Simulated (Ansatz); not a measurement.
# How the conductance of Cu/BN/Ni changes with thickness, part 4 of 8

Aim: the conductance of Cu/BN/Ni junctions as the barrier thickens. The lower electrode is Cu fcc(111), the upper one Ni fcc(111); the barrier is BN zinc blende(111) (whole bilayers). In the first transport cell, after relaxation, the nearest pair of electrode and barrier is Cu–N at 1.99 Å, along the normal, at the lower face and Ni–B at 2.40 Å, at a slant, at the upper one. All share a net of side 2.567 Å, which strains the lower electrode by +0.0 %, the upper one by +3.1 % and the barrier by +0.0 %, against typed lattice constants near PBE's. The first steps treat the bulk electrodes alone.

Ansatz 0.2.0; PBE DFT, plane waves, PAW files (the session's first sound run).

So far. Step 4 (Relaxation): The largest force component on a free atom ends at 0.037 eV/Å. The work functions of the outer faces are 4.81 and 4.93 eV. Step 5 (The open system: T(E)): At the Fermi level the transmission is 0.021 (up) and 0.024 (down), as a zone mean for one spin on this coarse mesh. At the Fermi level the layers of this cell's barrier hold from 0.0056 to 0.10 states an eV and atom.

## (6) Conductance, atomic planes in the barrier 4, gap between the electrodes 6.48 Å

Level of this step: PBE DFT, plane waves, PAW files; ballistic transmission by layer matching between semi-infinite leads (Ansatz).

System of this step: Cu/BN/Ni. The cell holds 22 atoms: 8 Cu, 2 N, 2 B and 10 Ni. Cell: a = 2.567 Å, b = 2.567 Å, c = 53.080 Å, α = 90.0°, β = 90.0°, γ = 120.0°. Regions: left electrode, 8 atoms (8 Cu); barrier, 4 atoms (2 N and 2 B); right electrode, 10 atoms (10 Ni). Vacuum lies along c.

The conductance needs T(E) within ten thermal energies of the Fermi level, on steps under 1.5 kT, and a finer mesh (36×36), since the current can rest on few wavevectors.

Contents of input.yaml:

```yaml
crystal:
  lattice:
    - [2.567, 0.0, 0.0]
    - [-1.2835, 2.2230872115, 0.0]
    - [0.0, 0.0, 53.080262286]
  atoms:
    - { symbol: Cu, position: [0.66666667, 0.33333333, 0.1318757613] }
    - { symbol: Cu, position: [0.0, 0.0, 0.1713372795] }
    - { symbol: Cu, position: [0.33333333, 0.66666667, 0.2107987977] }
    - { symbol: Cu, position: [0.66666667, 0.33333333, 0.2502603159] }
    - { symbol: Cu, position: [0.0, 0.0, 0.2897218341] }
    - { symbol: Cu, position: [0.33333333, 0.66666667, 0.3291833523] }
    - { symbol: Cu, position: [0.66666667, 0.33333333, 0.3686448705] }
    - { symbol: Cu, position: [0.0, 0.0, 0.4075852675] }
    - { symbol: "N", position: [0.0, 0.0, 0.4451569874] }
    - { symbol: B, position: [0.33333333, 0.66666667, 0.4534250718] }
    - { symbol: "N", position: [0.33333333, 0.66666667, 0.4844943294] }
    - { symbol: B, position: [0.66666667, 0.33333333, 0.4940138932] }
    - { symbol: Ni, position: [0.0, 0.0, 0.5295901048], spin: 0.7 }
    - { symbol: Ni, position: [0.33333333, 0.66666667, 0.567337419], spin: 0.7 }
    - { symbol: Ni, position: [0.66666667, 0.33333333, 0.6049357714], spin: 0.7 }
    - { symbol: Ni, position: [0.0, 0.0, 0.6425341239], spin: 0.7 }
    - { symbol: Ni, position: [0.33333333, 0.66666667, 0.6801324764], spin: 0.7 }
    - { symbol: Ni, position: [0.66666667, 0.33333333, 0.7177308288], spin: 0.7 }
    - { symbol: Ni, position: [0.0, 0.0, 0.7553291813], spin: 0.7 }
    - { symbol: Ni, position: [0.33333333, 0.66666667, 0.7929275338], spin: 0.7 }
    - { symbol: Ni, position: [0.66666667, 0.33333333, 0.8305258862], spin: 0.7 }
    - { symbol: Ni, position: [0.0, 0.0, 0.8681242387], spin: 0.7 }
magnetization:
  spin_polarized: true
kpoints:
  mp_grid: { grid: [12, 12, 1] }
scf:
  occupations: { method: fermi_dirac, width: 0.1 }
  max_iter: 150
hamiltonian:
  xc: pbe
output:
  transmission:
    kmesh: [36, 36]
    e_range: [-0.26, 0.27]
    de: 0.0375
    leads: [[3, 4], [17, 18]]
```

Launch:

```sh
> ansatz run input.yaml --threads 4 --pin off --max-ram 12288MiB --backend cpu --events-out ev --progress --plain --runs-dir out
```

Numbers of over 12 decimals in the logs are rounded to 6 here.

The program printed:

```text
[...]
Crystal: 22 atoms, lattice volume = 302.911 Å³
Basis set: ecut = 420 eV, 6075 PW (Γ)
Bands: 213, of which v1, the nominal top of the filled ones, is band 174 counted from 1 (173 counted from 0)
Symmetry: 6 space group operations
[...]
k-points: 19 of 144 (time reversal used)
[...]
Starting moments: Σ|m| = 7 μB on 10 of 22 sites
[...]
SCF iter   1: F=—  HF=-112478.542082 eV  |F-HF|=—  |Δ(HF+E_count)|=         —  Δρ=1.84e-1 (↑1.65e-1 ↓1.84e-1)  dr2=8.28e3  dr2_m=6.12e0  M=1.208 μB ∫|m|=1.422 μB  β_m=0.30  ethr=3.10e-3  ⟨swp⟩=6.3  Hψ=30579  notcnv=0  defer=385
[...]
SCF iter  23: F=-112480.019683 eV  HF=-112480.019683 eV  |F-HF|=2.06e-8  |Δ(HF+E_count)|=  7.42e-10  Δρ=7.20e-7 (↑3.67e-7 ↓7.20e-7)  dr2=2.21e-8  dr2_m=2.33e-10  M=6.131 μB ∫|m|=7.064 μB  ethr=2.87e-11  ⟨swp⟩=11.7  Hψ=31654  notcnv=0
SCF 1 converged in 23 iterations: F = -112480.019683 eV  dr2 = 2.21e-8
[...]
transmission: 918 of 9144 steps passed
transmission: 1830 of 9144 steps passed
[...]
transmission: 9144 of 9144 steps passed
SCF converged after 23 iterations
Magnetization: 6.1308 μB (177.0654 up, 170.9346 down)
Absolute magnetization: 7.0711 μB (∫|ρ↑−ρ↓|, with the PAW one-centre terms)
[...]
Per-site moments (μB) at R_I (Å): [(2.8173143151546633e-5, 1.058443), (2.3132526480805215e-5, 1.058443), (3.591840825057876e-5, 1.058443), (4.055021888714611e-5, 1.058443), (2.6008500250882326e-5, 1.058443), (8.11081429437073e-5, 1.058443), (0.000252381, 1.049150), (0.00067247, 0.822656), (-0.000109968, 0.637590), (-0.00065161, 0.637590), (-0.0012694, 0.645905), (-0.00618341, 0.645905), (0.258606, 0.990217), (0.654156, 1.025412), (0.695685, 1.025412), (0.690643, 1.025412), (0.687771, 1.025412), (0.688004, 1.025412), (0.687537, 1.025412), (0.691289, 1.025412), (0.738678, 1.025412), (0.747379, 1.025412)]
Free energy (F): -112480.019683 eV
[...]
Internal energy: -112479.359615 eV  (E = F + TS)
E sigma→0 (E₀):  -112479.689649 eV
Entropy (-TS):   -0.660068 eV (-30.003 meV/atom)
Fermi energy:    11.498988 eV
[...]
--- Band table (eV; the first three rows and the last of 38) ---
  k-point 0 ↑: bands = [... 170 lower, 10.2585, 10.3325, 10.3325, 10.4497, 10.4497, 10.4906, 10.4906, 10.6054, ... 35 higher]
  k-point 1 ↑: bands = [... 170 lower, 10.3143, 10.3167, 10.3321, 10.3749, 10.3883, 10.4582, 10.4741, 10.5637, ... 35 higher]
  k-point 2 ↑: bands = [... 170 lower, 10.2540, 10.3685, 10.3692, 10.4426, 10.5143, 10.5183, 10.6419, 10.7086, ... 35 higher]
  k-point 18 ↓: bands = [... 170 lower, 13.5726, 14.7634, 14.7650, 14.7921, 14.9204, 14.9237, 15.1443, 15.2427, ... 35 higher]
--- Transmission ---
  basis      : 55 plane waves across, 36 finite elements along
  points     : 127, standing for a mesh of 36 x 36
  filling    : by the input's occupations and mesh, since the crystals that have channels conduct as metals do. If one of these is a semiconductor, that mesh has misplaced its level
[...]
filled         : 25.6 meV under the level at which it is neutral
    channels       : 7.939815e-1 up, 7.939815e-1 down
    conductance    : 1.0745e15 S/m² at 300 K; may be off by some 0.0 % by where its bands' edges are placed, 2.2 % from the k-mesh, 0.5 % from the distance to neutral
    slowest decay  : 0.0768 /Å at (0.0833, 0.0000)
[...]
filled         : 16.1 meV under the level at which it is neutral
    channels       : 6.697531e-1 up, 1.821759e0 down
[...]
slowest decay  : 0.0693 /Å at (0.2500, 0.1944)
  junction   : crystal 0 to crystal 1, 13.63 to 35.79 Å
    transmission   : 1.592842e-1 up, 1.624934e-1 down
    conductance    : 2.2016e14 S/m² at 300 K (2.1579e14 on every other point, 2.2073e14 on every other energy)
    error estimate : 0.3 % from the energy spacing and 0.8 % from band edges of the leads and from resonances (wavevectors taken as independent; lower de), 2.9 % from the k-mesh, 6.7 % from the steps of its leads' Hamiltonians or their offsets (lay more layers), 2.0 % from the distance to neutral
    resistance     : 3.6976e-3 Ω µm² beyond half of each lead's own
```

Elapsed: 7.2 min, on 4 threads of Arm Neoverse V1, shared host; peak memory 2.7 GiB.

This step gave:

| Item | Value |
| --- | --- |
| free energy | -112480.0197 eV |
| Fermi energy | 11.50 eV |
| magnetization | 6.131 μB |
| absolute magnetization | 7.071 μB |
| transmission at the Fermi level, spin up | 0.1593 |
| transmission at the Fermi level, spin down | 0.1625 |
| potential step in the lower lead | 24.3 meV |
| ballistic conductance of the lower lead | 1.07e15 S/m² |
| potential step in the upper lead | 2.9 meV |
| ballistic conductance of the upper lead | 1.69e15 S/m² |
| junction conductance | 2.20e14 S/m² |
| error estimates by source, in the log's order | 0.3, 0.8, 2.9, 6.7, 2 % |
| resistance-area product beyond the leads | 0.003698 Ω um² |

Each spin. Table of transmission, zone mean by energy, zero at the Fermi level:

| energy (eV) | transmission, up | transmission, down |
| --- | --- | --- |
| -0.260 | 0.181 | 0.212 |
| -0.223 | 0.176 | 0.191 |
| -0.185 | 0.172 | 0.186 |
| -0.147 | 0.169 | 0.193 |
| -0.110 | 0.175 | 0.177 |
| -0.072 | 0.171 | 0.173 |
| -0.035 | 0.164 | 0.168 |
| 0.003 | 0.159 | 0.162 |
| 0.040 | 0.155 | 0.158 |
| 0.077 | 0.151 | 0.154 |
| 0.115 | 0.149 | 0.147 |
| 0.152 | 0.151 | 0.141 |
| 0.190 | 0.149 | 0.133 |
| 0.228 | 0.144 | 0.125 |
| 0.265 | 0.139 | 0.121 |

Each spin. The open channels, zone mean by energy, zero at the Fermi level:

| energy (eV) | lower lead, up | upper lead, up | lower lead, down | upper lead, down |
| --- | --- | --- | --- | --- |
| -0.260 | 0.780 | 0.596 | 0.780 | 1.53 |
| -0.223 | 0.780 | 0.628 | 0.780 | 1.48 |
| -0.185 | 0.780 | 0.633 | 0.780 | 1.53 |
| -0.147 | 0.780 | 0.633 | 0.780 | 1.61 |
| -0.110 | 0.785 | 0.642 | 0.785 | 1.62 |
| -0.072 | 0.785 | 0.642 | 0.785 | 1.73 |
| -0.035 | 0.785 | 0.660 | 0.785 | 1.74 |
| 0.003 | 0.794 | 0.670 | 0.794 | 1.82 |
| 0.040 | 0.794 | 0.679 | 0.794 | 1.93 |
| 0.077 | 0.803 | 0.693 | 0.803 | 2.02 |
| 0.115 | 0.822 | 0.698 | 0.822 | 2.09 |
| 0.152 | 0.822 | 0.698 | 0.822 | 1.98 |
| 0.190 | 0.822 | 0.707 | 0.822 | 1.85 |
| 0.228 | 0.822 | 0.715 | 0.822 | 1.58 |
| 0.265 | 0.822 | 0.725 | 0.822 | 1.38 |

Transmission over k1 and k2. At 0.0025 eV from the Fermi level, spin up.

Ten even steps from '_' (0.000) to '@' (0.556), each cell a mean:
```
--##++--..______________________::++****________________________________
__----==--......................::--====::______________________________
____::--............::::::::..........::::..____________________________
______::......::::----======----::::..........__________________________
______::....::----==++++******++++==----::......________________________
______::..::--==++****##%%%%%%%%####**++==--::::::..____________________
______::..::--==**##%%%%@@@@@@@@@@@@%%%%##**++--::::..__________________
______::..::--++**##%%@@@@@@@@@@@@@@@@@@@@%%##**==--::....______________
____..::..::--==**##%%@@@@@@**--::--==##@@@@@@%%**++--::......__________
..----::....::--++##%%@@@@@@==__________==%%@@@@%%##++--::......--::::..
**##--++......::==**##@@@@@@##____________::%%@@@@%%##++--::....::==++##
----==--==......::==**##@@@@@@**..__________++@@@@@@%%**++--::....----++
________..........--==**##%%@@@@%%++..______++@@@@@@%%##++==::....::..__
______________..::..::==++##%%@@@@@@@@##**##%%@@@@@@%%##**==--::..::____
__________________..::::--==++##%%%%@@@@@@@@@@@@@@@@%%##**==--::..::____
______________________..::::--==++**##%%%%%%@@%%%%%%##**++==--::..::____
________________________..::..::--====++****####******++==--::....::____
____________________________........::----============----::......::____
______________________________............::::::::::::::..........::..__
________________________________::==--::......::::::::::........::==--..
..________________________________**++==::..__________________..::--==**
**--______________________________++##**..__________________________--**
```
Columns: k1 (b1) from -0.5 to 0.472; rows upwards: k2 (b2) from -0.5 to 0.472.

Transmission over k1 and k2. At 0.0025 eV from the Fermi level, spin dn.

Ten even steps from '0' (0.000) to '9' (0.673), each cell a mean:
```
021100000000000011200000000000000000
011111111111111111110000000000000000
001100011111111100011100000000000000
001100112223333221110110000000000000
001111123345555443321111000000000000
000111234566777776543321110000000000
000111245678899998876543211000000000
001111345688999999998765321111000000
001111235689998323489987643111100000
011101134679995000014999764311011000
221100123568998000000299976431001111
001110012356899720000069987542100111
000001111235689985110169998653211110
000000011123467899987899998754211110
000000000111235678899999987654311100
000000000001112355678888776543211100
000000000000111123445666655432211100
000000000000011101123334433321101110
000000000000000110011112221111000110
000000000000000011110111111111011110
000000000000000001111111000001111111
200000000000000000300000000000000001
```
Columns: k1 (b1) from -0.5 to 0.472; rows upwards: k2 (b2) from -0.5 to 0.472.

G = 2.2e14 S/m² (1/G = 0.00454 Ω µm²). The largest error estimate is 6.7 %, from the leads' potential steps. In the worse lead the potential repeats within 24.3 meV, which the program lets pass, though it still puts 6.7 % of error on the junction's conductance through them. By hand, Landauer's formula with T at one energy: G = (e²/h) ΣT / A = 3.874e-5 S × 0.322 / 5.707 Å² = 2.2e14 S/m², with T summed over both spins. The printed value averages T over the Fermi window and is 1.0 times this.

[end of part 4 of 8]

[Logs are printed without paths, hosts, clocks, repeated set-up lines and the standing remarks that a program may print on its own settings, such as how far it seeks lower states.]

[Hosts, paths, dates, database ids (printed as entryN), source tags and the programs' standing remarks are cut or masked in the printed files.]
